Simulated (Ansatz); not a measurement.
**Density of states of F**

```cif
data_structure
_symmetry_space_group_name_H-M 'C2/m'
_symmetry_Int_Tables_number 12
_cell_length_a 5.5000
_cell_length_b 3.2800
_cell_length_c 7.2838
_cell_angle_alpha 90.000
_cell_angle_beta 102.174
_cell_angle_gamma 90.000
_cell_volume 128.45
loop_
_atom_site_label
_atom_site_type_symbol
_atom_site_symmetry_multiplicity
_atom_site_Wyckoff_symbol
_atom_site_fract_x
_atom_site_fract_y
_atom_site_fract_z
_atom_site_occupancy
F1 F 4 i 0.05040 0.00000 0.09960 1
F2 F 4 i 0.50500 0.00000 0.60000 1
```

The runs use the primitive cell with vectors (2.750, -1.640, 0.000), (2.750, 1.640, 0.000), (-1.536, 0.000, 7.120) Å, to which the k mesh refers.

Symmetry: C2/m, No. 12, monoclinic system. The conventional cell has a = 5.500 Å, b = 3.280 Å, c = 7.284 Å, α = 90.00°, β = 102.17°, γ = 90.00°. Around F (site symmetry m) lie 1 F at 1.44 Å. Around F (site symmetry m) lie 1 F at 1.45 Å.

The cell comes from COD entry 9012471, which wasn't checked; take it as a given geometry.

The calculation used DFT, PBE, all-electron LAPW, scalar-relativistic in Ansatz 0.2.0.

Settings: a Γ-centred 11×11×5 k mesh, Fermi–Dirac smearing of 0.03 eV, basis error target 1 meV/atom, no spin polarisation.

Task: Which of the resolved shells contributes most in the top eV of the valence band?

Result: F 2p, with 100 % of all states there; F 2s follows with 0 %.

Task: Tabulate the density of states.

Result: States per eV and cell, averaged over 0.6 eV, from -7.0 to 3.6 eV, with energies (bin centres) from the valence-band top; empty bins are left out. The partial columns, the largest 2 alone, are projections on Löwdin-orthogonalised atomic shells (those that the program's projection atoms carry: the occupied ones and, for some elements, an empty d or f shell; other empty shells have no column), summed over atoms of an element. Weights on diffuse s and p shells depend on that basis and aren't pure angular character.
```tsv
E (eV)	total	F 2p	F 2s
-6.8	0.04	0.04	0.00
-6.2	5.70	5.24	0.42
-5.6	0.92	0.84	0.08
-3.8	5.64	5.63	0.01
-3.2	7.69	7.68	0.00
-0.8	3.42	3.41	0.00
-0.2	9.92	9.91	0.00
2.2	0.13	0.12	0.01
2.8	4.39	4.19	0.19
3.4	2.14	2.06	0.08
```
